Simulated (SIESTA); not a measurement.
Crystal: Pb.

```xyz
1
Lattice="3.5133 0.0000 0.0000 1.7965 3.1014 0.0000 1.7802 0.9484 2.7828" Properties=species:S:1:pos:R:3 pbc="T T T"
Pb    0.0000    0.0000    0.0000
```

The cell isn't the ideal one: cell strained at random at fixed volume.

- Program: SIESTA 5.4.2
- Task: relaxation of cell and atoms
- Functional: B86bPBE
- Potentials or basis: Ansatz (PBE files)
- Basis: DZDP (energy shift 0.002 Ry)
- Grid cutoff: 500 Ry
- Energy shift: 0.002 Ry
- k mesh: 9 × 9 × 9
- Occupations: fermi-dirac, width 0.05 eV
- Spin: no spin polarisation

At the start: pressure 2.8 GPa; volume 30.32 Å³/atom.

Task: How do energy, volume and symmetry change on relaxing?

Result: Over 9 steps the energy falls by 25.9 meV/atom and the volume is 32.29 Å³/atom (+6.5 %); space group Fm-3m (No. 225, to 0.05 Å).

The path:
```csv
step,energy change (eV),largest force (eV/Å),pressure (GPa),volume (Å³)
1,0.0000,0.0000,2.80,30.32
2,-0.0160,0.0000,1.34,31.26
3,-0.0234,0.0000,-0.23,32.46
4,-0.0187,0.0000,-1.47,33.68
5,-0.0234,0.0000,-0.28,32.51
6,-0.0253,0.0000,0.19,32.10
7,-0.0258,0.0000,0.03,32.24
8,-0.0249,0.0000,-0.34,32.54
9,-0.0259,0.0000,-0.05,32.29
```

Final structure:
```
Pb
1.0
     3.57976   -0.02189   -0.00895
     1.81119    3.07908    0.03252
     1.80083    0.96717    2.92640
Pb
1
Direct
  0.00000 0.00000 0.00000
```

Caveat: semicore shells carry a single zeta, which can move pressures by several GPa and volumes by a few percent; the potentials were made for another functional, which shifts forces and pressure; the basis of atomic orbitals isn't converged, which shifts pressures, moduli and gaps.
